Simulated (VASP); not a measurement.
# ZnSn2N2 (P-4m2) in VASP: a series of runs

Runs on ZnSn2N2. Level: PBE. Tasks: single point.

Program: VASP 6.6.1. These are calculated values, not measurements. Logs are shortened: lines on timing, memory, paths and dates and some standing lists are left out, and cuts for length are marked.

## 1. The structure

The structure is tetragonal, space group P-4m2 (No. 115). The conventional cell has a = 3.352 Å, b = 3.352 Å, c = 8.064 Å, α = 90.00°, β = 90.00°, γ = 90.00°. Sn (site symmetry 2mm) has 2 N at 2.12 Å as nearest neighbours. Around Zn (site symmetry -4m2) lie 4 N at 2.05 Å. Around N (site symmetry 2mm) lie 2 Zn at 2.05 Å and 2 Sn at 2.12 Å.

The cell comes from a database or a generator and needn't be the stable form of this composition.

## 2. Single point, PBE

The input, INCAR:

```
PREC = Accurate
ENCUT = 400
EDIFF = 1E-4
ISMEAR = 0
SIGMA = 0.05
LREAL = False
LASPH = True
NELM = 100
ALGO = Normal
ISIF = 2
LWAVE = False
LCHARG = False
GGA = PE
NBANDS = 33
ADDGRID = False
```

The input, KPOINTS:

```
Automatic mesh
0
Gamma
  5 5 2
```

The input, POSCAR:

```
ZnSn2N2
1.0
    3.3523260000      0.0000000000      0.0000000000
    0.0000000000      3.3523260000      0.0000000000
    0.0000000000      0.0000000000      8.0642090000
Sn Zn N
2 1 2
Direct
    0.5000000000      0.5000000000      0.3058270000
    0.5000000000      0.5000000000      0.6941730000
    0.0000000000      0.0000000000      0.0000000000
    0.0000000000      0.5000000000      0.8541900000
    0.5000000000      0.0000000000      0.1458100000
```

Potentials or basis: VASP PAW PBE potentials, release 64 (Sn_d, Zn, N).

Started as:

```sh
$ cat potpaw_PBE.64/Sn_d/POTCAR potpaw_PBE.64/Zn/POTCAR potpaw_PBE.64/N/POTCAR > POTCAR
$ mpirun -np 1 vasp_std > vasp.out
```

OUTCAR:

```text
PREC = Accurate
   ENCUT = 400
   EDIFF = 1E-4
   ISMEAR = 0
   LREAL = False
   LASPH = True
   NELM = 100
   ISIF = 2
   GGA = PE

 Found     12 irreducible k-points:

 Following reciprocal coordinates:
            Coordinates               Weight
  0.000000  0.000000  0.000000      1.000000
  0.200000  0.000000  0.000000      4.000000
  0.400000  0.000000  0.000000      4.000000
  0.200000  0.200000  0.000000      4.000000
  0.400000  0.200000  0.000000      8.000000
  0.400000  0.400000  0.000000      4.000000
   k-points           NKPTS =     12   k-points in BZ     NKDIM =     12   number of bands    NBANDS=     33
   number of dos      NEDOS =    301   number of ions     NIONS =      5
   total plane-waves  NPLWV =  31104
   dimension x,y,z NGX =    24 NGY =   24 NGZ =   54
   dimension x,y,z NGXF=    48 NGYF=   48 NGZF=  108
   ions per type =               2   1   2
   NGX,Y,Z   is equivalent  to a cutoff of  11.90, 11.90, 11.13 a.u.
   NGXF,Y,Z  is equivalent  to a cutoff of  23.80, 23.80, 22.26 a.u.
 SYSTEM =  unknown system
   PREC   = accura    normal or accurate (medium, high low for compatibility)
   ISTART =      0    job   : 0-new  1-cont  2-samecut
   ICHARG =      2    charge: 1-file 2-atom 10-const
   ISPIN  =      1    spin polarized calculation?
   LNONCOLLINEAR =      F non collinear calculations
   LSORBIT =      F    spin-orbit coupling
   LASPH  =      T    aspherical Exc in radial PAW
   ENCUT  =  400.0 eV  29.40 Ry    5.42 a.u.   5.47  5.47 13.15*2*pi/ulx,y,z
   NELM   =    100;   NELMIN=  2; NELMDL= -5     # of ELM steps
   EDIFF  = 0.1E-03   stopping-criterion for ELM
   LREAL  =      F    real-space projection
   EDIFFG = 0.1E-02   stopping-criterion for IOM
   NSW    =      0    number of steps for IOM
   IBRION =     -1    ionic relax: 0-MD 1-quasi-New 2-CG
   NFREE  =      0    steps in history (QN), initial steepest desc. (CG)
   ISIF   =      2    stress and relaxation
   ISYM   =      2    0-nonsym 1-usesym 2-fastsym
   POTIM  = 0.5000    time-step for ionic-motion
   TEBEG  =    0.0;   TEEND  =   0.0 temperature during run
   PSTRESS=    0.0 pullay stress
   NELECT =      50.0000    total number of electrons
   NUPDOWN=      -1.0000    fix difference up-down
   EMIN   =  10.00;   EMAX   =-10.00  energy-range for DOS
   EFERMI =   0.00;   METHOD = LEGACY
   ISMEAR =     0;   SIGMA  =   0.05  broadening in eV -4-tet -1-fermi 0-gaus
   EFERMI_NEDOS =   21; number of points for ismear=-14 and -15
   IALGO  =     38    algorithm
   IMIX   =      4    mixing-type and parameters
     AMIX     =   0.40;   BMIX     =  1.00
     AMIX_MAG =   1.60;   BMIX_MAG =  1.00
  volume/ion in A,a.u.               =      18.13       122.32
  Fermi-wavevector in a.u.,A,eV,Ry     =   1.342703  2.537341 24.529295  1.802852
  Thomas-Fermi vector in A             =   2.470836
   LORBIT       =      0    0 simple, 1 ext, 2 COOP (PROOUT), +10 PAW based schemes
   GGA     = PE    functional components
   LHFCALC =     F    Hartree Fock is set to
   AEXX    =    0.0000 exact exchange contribution
   IVDW    =     0    specifies the selected vdW correction
   LEPSILON=     F    determine dielectric tensor
   LRPA    =     F    only Hartree local field effects (RPA)
 non-spin polarized calculation
 Gauss-broadening in eV      SIGMA  =   0.05
  energy-cutoff  :      400.00
  volume of cell :       90.63
 maximum number of plane-waves:      1674
 NGX is ok and might be reduce to    24
   NGX = 11   NGY = 11   NGZ = 27

 number of electron      49.9999953 magnetization

 Free energy of the ion-electron system (eV)
  ---------------------------------------------------
  ext. energy  EPLUGINS =         0.00000000
  ---------------------------------------------------
  free energy    TOTEN  =       -24.21417718 eV

  energy without entropy =      -24.20984774  energy(sigma->0) =      -24.21201246

 E-fermi :   5.2865     XC(G=0): -10.2270

 val. band max:        5.2809861687   @ k =   0.4000   0.4000   0.5000
 cond. band min:       5.4607233181   @ k =   0.2000   0.2000   0.5000
 fundamental gap:      0.1797371494
 Fermi energy:         5.2864912683

 k-point     1 :       0.0000    0.0000    0.0000
  band No.  band energies     occupation
      1     -16.0206      2.00000
      2     -16.0179      2.00000
      3     -15.8855      2.00000
      4     -15.8216      2.00000
      5     -15.8216      2.00000
      6     -15.7659      2.00000
[... 25 lines left out ...]
     32      13.0072      0.00000
     33      13.1236      0.00000

 k-point     2 :       0.2000    0.0000    0.0000
  band No.  band energies     occupation
      1     -15.9862      2.00000
      2     -15.9826      2.00000
      3     -15.8838      2.00000
      4     -15.8436      2.00000
      5     -15.8197      2.00000
      6     -15.7865      2.00000
[... 25 lines left out ...]
     32      13.2530      0.00000
     33      14.0479      0.00000

 k-point     3 :       0.4000    0.0000    0.0000
  band No.  band energies     occupation
      1     -15.9890      2.00000
      2     -15.9370      2.00000
      3     -15.9105      2.00000
      4     -15.8184      2.00000
      5     -15.8166      2.00000
      6     -15.7964      2.00000
[... 25 lines left out ...]
     32      13.7618      0.00000
     33      13.8311      0.00000

 k-point     4 :       0.2000    0.2000    0.0000
  band No.  band energies     occupation
      1     -15.9542      2.00000
      2     -15.9511      2.00000
      3     -15.8741      2.00000
      4     -15.8484      2.00000
      5     -15.8249      2.00000
      6     -15.7846      2.00000
[... 25 lines left out ...]
     32      12.8182      0.00000
     33      14.5238      0.00000

 k-point     5 :       0.4000    0.2000    0.0000
  band No.  band energies     occupation
      1     -15.9828      2.00000
      2     -15.9185      2.00000
      3     -15.8747      2.00000
      4     -15.8155      2.00000
      5     -15.8149      2.00000
      6     -15.7977      2.00000
[... 25 lines left out ...]
     32      12.3998      0.00000
     33      13.4301      0.00000

 k-point     6 :       0.4000    0.4000    0.0000
  band No.  band energies     occupation
      1     -15.9752      2.00000
      2     -15.9741      2.00000
      3     -15.8319      2.00000
      4     -15.8301      2.00000
      5     -15.8243      2.00000
      6     -15.8094      2.00000
[... 25 lines left out ...]
     32      11.6984      0.00000
     33      12.7663      0.00000

 [... further k-points ...]
[... 5 lines left out ...]
  --------------------------------------------------------------------------------------
  -------------------------------------------------------------------------------------
  Total       -0.9381413     -0.9381413     -1.8074269      0.0000000      0.0000000      0.0000000
  in kB      -16.5853480    -16.5853480    -31.9533984      0.0000000      0.0000000      0.0000000
  external PRESSURE =     -21.7080315 kB  Pullay stress =       0.0000000 kB

 VOLUME and BASIS-vectors are now :
 -----------------------------------------------------------------------------
  energy-cutoff  :      400.00
  volume of cell :       90.63
      direct lattice vectors                 reciprocal lattice vectors
     3.352326000  0.000000000  0.000000000     0.298300344  0.000000000  0.000000000
     0.000000000  3.352326000  0.000000000     0.000000000  0.298300344  0.000000000
     0.000000000  0.000000000  8.064209000     0.000000000  0.000000000  0.124004723

 POSITION                                       TOTAL-FORCE (eV/Angst)
 -----------------------------------------------------------------------------------
      1.67616      1.67616      2.46625         0.000000     -0.000000      0.260316
      1.67616      1.67616      5.59796         0.000000      0.000000     -0.260316
      0.00000      0.00000      0.00000         0.000000     -0.000000      0.000000
      0.00000      1.67616      6.88837         0.000000     -0.000000      0.062510
      1.67616      0.00000      1.17584         0.000000     -0.000000     -0.062510
 -----------------------------------------------------------------------------------
    total drift:                                0.000000     -0.000000      0.000000

  FREE ENERGIE OF THE ION-ELECTRON SYSTEM (eV)
  ---------------------------------------------------
  free  energy   TOTEN  =       -24.2141771848 eV

  energy  without entropy=      -24.2098477405  energy(sigma->0) =      -24.21201246
```

stdout:

```text
POSCAR found type information on POSCAR SnZnN
 POSCAR found :  3 types and       5 ions
 scaLAPACK will be used
 LDA part: xc-table for (Slater+PW92), standard interpolation
 POSCAR, INCAR and KPOINTS ok, starting setup
 FFT: planning ... GRIDC
 FFT: planning ... GRID_SOFT
 FFT: planning ... GRID
 WAVECAR not read
 entering main loop
```

Wall time 20 s (1 thread of Intel Xeon Platinum 8259CL at 2.50GHz (Skylake/Cascade Lake), shared host); peak memory 0.18 GiB.

The run converged, but some of its settings lie outside the range that counts as converged, so its numbers aren't taken as properties of the crystal.

Results:

- Free energy: -24.2142 eV
- Largest force: 0.260 eV/Å
- Band gap on the k mesh: none (metal or under the smearing width)

Caveat: the k mesh is coarse (spacing up to 0.39 Å⁻¹), so the values aren't converged; the cutoff is under 1.25 times the usual one of these potentials, so pressure, stress and relaxed cells hold a basis-set (Pulay) error.

## 3. Single point, PBE

Changes to INCAR since step 2:

```diff
@@ -2,3 +2,3 @@
 ENCUT = 400
-EDIFF = 1E-4
+EDIFF = 1E-6
 ISMEAR = 0
```

KPOINTS is that of step 2.

POSCAR is that of step 2.

Potentials or basis: VASP PAW PBE potentials, release 64 (Sn_d, Zn, N).

Started as:

```sh
$ cat potpaw_PBE.64/Sn_d/POTCAR potpaw_PBE.64/Zn/POTCAR potpaw_PBE.64/N/POTCAR > POTCAR
$ mpirun -np 1 vasp_std > vasp.out
```

It took 24 s on 1 thread of Intel Xeon Platinum 8259CL at 2.50GHz (Skylake/Cascade Lake), shared host; peak memory 0.18 GiB.

The run converged, but some of its settings lie outside the range that counts as converged, so its numbers aren't taken as properties of the crystal.

Results:

- Free energy: -24.2142 eV
- Largest force: 0.260 eV/Å
- Band gap on the k mesh: none (metal or under the smearing width)

Caveat: the k mesh is coarse (spacing up to 0.39 Å⁻¹), so the values aren't converged; the cutoff is under 1.25 times the usual one of these potentials, so pressure, stress and relaxed cells hold a basis-set (Pulay) error.

## 4. Single point, PBE

Changes to INCAR since step 3:

```diff
@@ -2,3 +2,3 @@
 ENCUT = 400
-EDIFF = 1E-6
+EDIFF = 1E-7
 ISMEAR = 0
@@ -6,3 +6,3 @@
 LREAL = False
-LASPH = True
+LASPH = False
 NELM = 100
```

KPOINTS is that of step 3.

POSCAR is that of step 3.

Started as:

```sh
$ cat potpaw_PBE.64/Sn_d/POTCAR potpaw_PBE.64/Zn/POTCAR potpaw_PBE.64/N/POTCAR > POTCAR
$ mpirun -np 1 vasp_std > vasp.out
```

It took 24 s on 1 thread of Intel Xeon Platinum 8259CL at 2.50GHz (Skylake/Cascade Lake), shared host; peak memory 0.18 GiB.

The run converged, but some of its settings lie outside the range that counts as converged, so its numbers aren't taken as properties of the crystal.

What came out:

```
Free energy            : -24.2099 eV
Largest force          : 0.260 eV/Å
Band gap on the k mesh : none (metal or under the smearing width)
```

Caveat: the k mesh is coarse (spacing up to 0.39 Å⁻¹), so the values aren't converged; the cutoff is under 1.25 times the usual one of these potentials, so pressure, stress and relaxed cells hold a basis-set (Pulay) error.

## 5. The reference run

An earlier run on the cell as given: functional PBE; potentials or basis VASP PAW PBE potentials, release 64 (Sn_d, Zn, N); cutoff 520 eV; k mesh 8 × 8 × 4; occupations fermi-dirac, width 0.05 eV; no spin polarisation.

- Pressure: -0.3 GPa
- Largest force: 0.069 eV/Å
- Band gap on the k mesh: none (metal or under the smearing width)
